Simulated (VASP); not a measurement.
# CsH (Pm-3m) in VASP: further runs

Runs on CsH. Level: r2SCAN. Tasks: single point.

Everything below comes from runs of VASP 6.6.1. Logs are shortened: lines on timing, memory, paths and dates and some standing lists are left out, and cuts for length are marked.

## Step 1: The crystal as given

Symmetry: Pm-3m, No. 221, cubic system. The conventional cell has a = 3.818 Å, b = 3.818 Å, c = 3.818 Å, α = 90.00°, β = 90.00°, γ = 90.00°. Cs (site symmetry m-3m) has 8 H at 3.31 Å as nearest neighbours. Around H (site symmetry m-3m) lie 8 Cs at 3.31 Å.

The cell comes from a database or a generator and needn't be the stable form of this composition.

## Step 2: Single point, r2SCAN

Contents of POSCAR:

```
CsH
1.0
    3.8184085400      0.0000000000      0.0000000000
    0.0000000000      3.8184085400      0.0000000000
    0.0000000000      0.0000000000      3.8184085400
Cs H
1 1
Direct
    0.0000000000      0.0000000000      0.0000000000
    0.5000000000      0.5000000000      0.5000000000
```

Contents of INCAR.step1:

```
PREC = Accurate
ENCUT = 520
ISMEAR = 1
SIGMA = 0.1
LREAL = False
LASPH = True
NELM = 100
NBANDS = 12
GGA = PE
ALGO = Normal
EDIFF = 1E-4
LWAVE = True
LCHARG = False
```

Contents of INCAR.step2:

```
PREC = Accurate
ENCUT = 520
EDIFF = 1E-6
ISMEAR = 1
SIGMA = 0.1
LREAL = False
LASPH = True
NELM = 100
ALGO = Normal
ISIF = 2
LWAVE = False
LCHARG = False
METAGGA = R2SCAN
LMIXTAU = True
NBANDS = 12
ISTART = 1
```

Contents of KPOINTS:

```
Automatic mesh
0
Gamma
  6 6 6
```

Potentials or basis: VASP PAW PBE potentials, release 64 (Cs_sv, H).

Started as:

```sh
cat potpaw_PBE.64/Cs_sv/POTCAR potpaw_PBE.64/H/POTCAR > POTCAR
cp INCAR.step1 INCAR
mpirun -np 1 vasp_std > vasp.out
cp INCAR.step2 INCAR
mpirun -np 1 vasp_std > vasp.out
```

OUTCAR:

```text
PREC = Accurate
   ENCUT = 520
   EDIFF = 1E-6
   ISMEAR = 1
   LREAL = False
   LASPH = True
   NELM = 100
   ISIF = 2
   METAGGA = R2SCAN
   ISTART = 1

 ion  position               nearest neighbor table
   1  0.000  0.000  0.000-
   2  0.500  0.500  0.500-

  LATTYP: Found a simple cubic cell.
 ALAT       =     3.8184085400

  Lattice vectors:

 A1 = (   3.8184085400,   0.0000000000,   0.0000000000)
 A2 = (   0.0000000000,   3.8184085400,   0.0000000000)
 A3 = (   0.0000000000,   0.0000000000,   3.8184085400)

Analysis of symmetry for initial positions (statically):
=====================================================================
 Subroutine PRICEL returns:
 Original cell was already a primitive cell.

 Routine SETGRP: Setting up the symmetry group for a
 simple cubic supercell.

 Subroutine GETGRP returns: Found 48 space group operations
 (whereof 48 operations were pure point group operations)
 out of a pool of 48 trial point group operations.

The static configuration has the point symmetry O_h .

Analysis of symmetry for dynamics (positions and initial velocities):
=====================================================================
 Subroutine PRICEL returns:
 Original cell was already a primitive cell.

 Routine SETGRP: Setting up the symmetry group for a
 simple cubic supercell.

 Subroutine GETGRP returns: Found 48 space group operations
 (whereof 48 operations were pure point group operations)
 out of a pool of 48 trial point group operations.

The dynamic configuration has the point symmetry O_h .

 Subroutine INISYM returns: Found 48 space group operations
 (whereof 48 operations are pure point group operations),
 and found     1 'primitive' translations

----------------------------------------------------------------------------------------

                                     Primitive cell

  volume of cell :      55.6733

  direct lattice vectors                    reciprocal lattice vectors
     3.818408540  0.000000000  0.000000000     0.261889211  0.000000000  0.000000000
     0.000000000  3.818408540  0.000000000     0.000000000  0.261889211  0.000000000
     0.000000000  0.000000000  3.818408540     0.000000000  0.000000000  0.261889211

  length of vectors
     3.818408540  3.818408540  3.818408540     0.261889211  0.261889211  0.261889211

  position of ions in fractional coordinates (direct lattice)
     0.000000000  0.000000000  0.000000000
     0.500000000  0.500000000  0.500000000

  ion indices of the primitive-cell ions
   primitive index   ion index
                 1           1
                 2           2

----------------------------------------------------------------------------------------

 KPOINTS: Automatic mesh

Automatic generation of k-mesh.
 Grid dimensions read from file:
 generate k-points for:    6    6    6

 Generating k-lattice:

  Cartesian coordinates                     Fractional coordinates (reciprocal lattice)
     0.043648202  0.000000000  0.000000000     0.166666667  0.000000000  0.000000000
     0.000000000  0.043648202  0.000000000     0.000000000  0.166666667  0.000000000
     0.000000000  0.000000000  0.043648202     0.000000000  0.000000000  0.166666667

  Length of vectors
     0.043648202  0.043648202  0.043648202

  Shift w.r.t. Gamma in fractional coordinates (k-lattice)
     0.000000000  0.000000000  0.000000000

 Subroutine IBZKPT returns following result:
 ===========================================

 Found     20 irreducible k-points:

 Following reciprocal coordinates:
            Coordinates               Weight
  0.000000  0.000000  0.000000      1.000000
  0.166667  0.000000  0.000000      6.000000
  0.333333  0.000000  0.000000      6.000000
  0.500000  0.000000  0.000000      3.000000
  0.166667  0.166667  0.000000     12.000000
  0.333333  0.166667  0.000000     24.000000
[... 12 lines left out ...]
  0.500000  0.500000  0.333333      6.000000
  0.500000  0.500000  0.500000      1.000000
   k-points           NKPTS =     20   k-points in BZ     NKDIM =     20   number of bands    NBANDS=     12
   number of dos      NEDOS =    301   number of ions     NIONS =      2
   total plane-waves  NPLWV =  21952
   dimension x,y,z NGX =    28 NGY =   28 NGZ =   28
   dimension x,y,z NGXF=    56 NGYF=   56 NGZF=   56
   ions per type =               1   1
   NGX,Y,Z   is equivalent  to a cutoff of  12.19, 12.19, 12.19 a.u.
   NGXF,Y,Z  is equivalent  to a cutoff of  24.38, 24.38, 24.38 a.u.
 SYSTEM =  unknown system
   PREC   = accura    normal or accurate (medium, high low for compatibility)
   ISTART =      1    job   : 0-new  1-cont  2-samecut
   ICHARG =      0    charge: 1-file 2-atom 10-const
   ISPIN  =      1    spin polarized calculation?
   LNONCOLLINEAR =      F non collinear calculations
   LSORBIT =      F    spin-orbit coupling
   LASPH  =      T    aspherical Exc in radial PAW
   ENCUT  =  520.0 eV  38.22 Ry    6.18 a.u.   7.10  7.10  7.10*2*pi/ulx,y,z
   NELM   =    100;   NELMIN=  2; NELMDL=  0     # of ELM steps
   EDIFF  = 0.1E-05   stopping-criterion for ELM
   LREAL  =      F    real-space projection
   EDIFFG = 0.1E-04   stopping-criterion for IOM
   NSW    =      0    number of steps for IOM
   IBRION =     -1    ionic relax: 0-MD 1-quasi-New 2-CG
   NFREE  =      0    steps in history (QN), initial steepest desc. (CG)
   ISIF   =      2    stress and relaxation
   ISYM   =      2    0-nonsym 1-usesym 2-fastsym
   POTIM  = 0.5000    time-step for ionic-motion
   TEBEG  =    0.0;   TEEND  =   0.0 temperature during run
   PSTRESS=    0.0 pullay stress
   NELECT =      10.0000    total number of electrons
   NUPDOWN=      -1.0000    fix difference up-down
   EMIN   =  10.00;   EMAX   =-10.00  energy-range for DOS
   EFERMI =   0.00;   METHOD = LEGACY
   ISMEAR =     1;   SIGMA  =   0.10  broadening in eV -4-tet -1-fermi 0-gaus
   EFERMI_NEDOS =   21; number of points for ismear=-14 and -15
   IALGO  =     38    algorithm
   IMIX   =      4    mixing-type and parameters
     AMIX     =   0.40;   BMIX     =  1.00
     AMIX_MAG =   1.60;   BMIX_MAG =  1.00
  volume/ion in A,a.u.               =      27.84       187.85
  Fermi-wavevector in a.u.,A,eV,Ry     =   0.923689  1.745519 11.608509  0.853201
  Thomas-Fermi vector in A             =   2.049353
   LORBIT       =      0    0 simple, 1 ext, 2 COOP (PROOUT), +10 PAW based schemes
   METAGGA = R2SCAN    functional components
   LHFCALC =     F    Hartree Fock is set to
   AEXX    =    0.0000 exact exchange contribution
   IVDW    =     0    specifies the selected vdW correction
   LEPSILON=     F    determine dielectric tensor
   LRPA    =     F    only Hartree local field effects (RPA)
 non-spin polarized calculation
 Methfessel and Paxton  Order N= 1 SIGMA  =   0.10
  energy-cutoff  :      520.00
  volume of cell :       55.67
 maximum number of plane-waves:      1518
   NGX = 15   NGY = 15   NGZ = 15

 number of electron      10.0000000 magnetization

 Free energy of the ion-electron system (eV)
  ---------------------------------------------------
  ext. energy  EPLUGINS =         0.00000000
  ---------------------------------------------------
  free energy    TOTEN  =       -28.95667020 eV

  energy without entropy =      -28.95669713  energy(sigma->0) =      -28.95667918

 E-fermi :   0.5598     XC(G=0):  -8.2735

 val. band max:        0.4755882199   @ k =   0.5000   0.5000   0.5000
 cond. band min:       3.6264061836   @ k =   0.5000   0.5000   0.5000
 fundamental gap:      3.1508179637
 Fermi energy:         0.5597588614

 k-point     1 :       0.0000    0.0000    0.0000
  band No.  band energies     occupation
      1     -22.0090      2.00000
      2      -7.6985      2.00000
      3      -7.6985      2.00000
      4      -7.6985      2.00000
      5      -1.4231      2.00000
      6       4.2825      0.00000
      7       4.2825      0.00000
      8       8.4510      0.00000
      9      10.4506      0.00000
     10      10.4506      0.00000
     11      10.4506      0.00000
     12      11.5863      0.00000

 k-point     2 :       0.1667    0.0000    0.0000
  band No.  band energies     occupation
      1     -21.9692      2.00000
      2      -8.1416      2.00000
      3      -7.6608      2.00000
      4      -7.6608      2.00000
      5      -1.0347      2.00000
      6       4.4476      0.00000
      7       4.7545      0.00000
      8       7.8636      0.00000
      9       8.9496      0.00000
     10       8.9496      0.00000
     11      10.5481      0.00000
     12      12.2526      0.00000

 k-point     3 :       0.3333    0.0000    0.0000
  band No.  band energies     occupation
      1     -21.8876      2.00000
      2      -8.8922      2.00000
      3      -7.5834      2.00000
      4      -7.5834      2.00000
      5      -0.2520      2.00000
      6       4.3406      0.00000
      7       4.8361      0.00000
      8       7.5717      0.00000
      9       7.5717      0.00000
     10       9.2396      0.00000
     11      10.7595      0.00000
     12      11.6659      0.00000
[... 226 lines left out ...]
 k-point    19 :       0.5000    0.5000    0.3333
  band No.  band energies     occupation
      1     -21.5793      2.00000
      2      -8.7410      2.00000
      3      -8.7410      2.00000
      4      -8.3948      2.00000
      5       0.0459      2.00000
      6       4.1726      0.00000
      7       4.1726      0.00000
      8       4.4959      0.00000
      9       9.4064      0.00000
     10      12.4481      0.00000
     11      12.4481      0.00000
     12      12.6473      0.00000

 k-point    20 :       0.5000    0.5000    0.5000
  band No.  band energies     occupation
      1     -21.5409      2.00000
      2      -8.6828      2.00000
      3      -8.6828      2.00000
      4      -8.6828      2.00000
      5       0.4756      1.99992
      6       3.6264      0.00000
      7       3.6264      0.00000
      8       3.6264      0.00000
      9      12.7208      0.00000
     10      12.7208      0.00000
     11      13.1659      0.00000
     12      13.1659      0.00000

------------------------ aborting loop because EDIFF is reached ----------------------------------------

  FORCE on cell =-STRESS in cart. coord.  units (eV):
  Direction    XX          YY          ZZ          XY          YZ          ZX
  --------------------------------------------------------------------------------------
  -------------------------------------------------------------------------------------
  Total        0.0031262      0.0031262      0.0031262      0.0000000     -0.0000000      0.0000000
  in kB        0.0899669      0.0899669      0.0899669      0.0000000     -0.0000000      0.0000000
  external PRESSURE =       0.0899669 kB  Pullay stress =       0.0000000 kB

 VOLUME and BASIS-vectors are now :
 -----------------------------------------------------------------------------
  energy-cutoff  :      520.00
  volume of cell :       55.67
      direct lattice vectors                 reciprocal lattice vectors
     3.818408540  0.000000000  0.000000000     0.261889211  0.000000000  0.000000000
     0.000000000  3.818408540  0.000000000     0.000000000  0.261889211  0.000000000
     0.000000000  0.000000000  3.818408540     0.000000000  0.000000000  0.261889211

 POSITION                                       TOTAL-FORCE (eV/Angst)
 -----------------------------------------------------------------------------------
      0.00000      0.00000      0.00000         0.000000      0.000000      0.000000
      1.90920      1.90920      1.90920         0.000000      0.000000      0.000000
 -----------------------------------------------------------------------------------
    total drift:                                0.000000      0.000000     -0.000000

  FREE ENERGIE OF THE ION-ELECTRON SYSTEM (eV)
  ---------------------------------------------------
  free  energy   TOTEN  =       -28.9566701966 eV

  energy  without entropy=      -28.9566971333  energy(sigma->0) =      -28.95667918
```

It took 29 s on 1 thread of Intel Xeon Platinum 8488C (Sapphire Rapids), shared host; peak memory 0.16 GiB.

What came out:

```yaml
Free_energy: -28.9567 eV
Pressure: 0.0 GPa
Band_gap_on_the_k_mesh: 3.15 eV, direct
```

Caveat: the PAW data sets were made with another functional, which shifts forces and pressure a little; spin-orbit coupling is left out, which moves the levels of the heavy elements. r2SCAN opens gaps a little over a GGA but as a rule still falls short of measured ones.

(Part 1 of 2 ends here.)
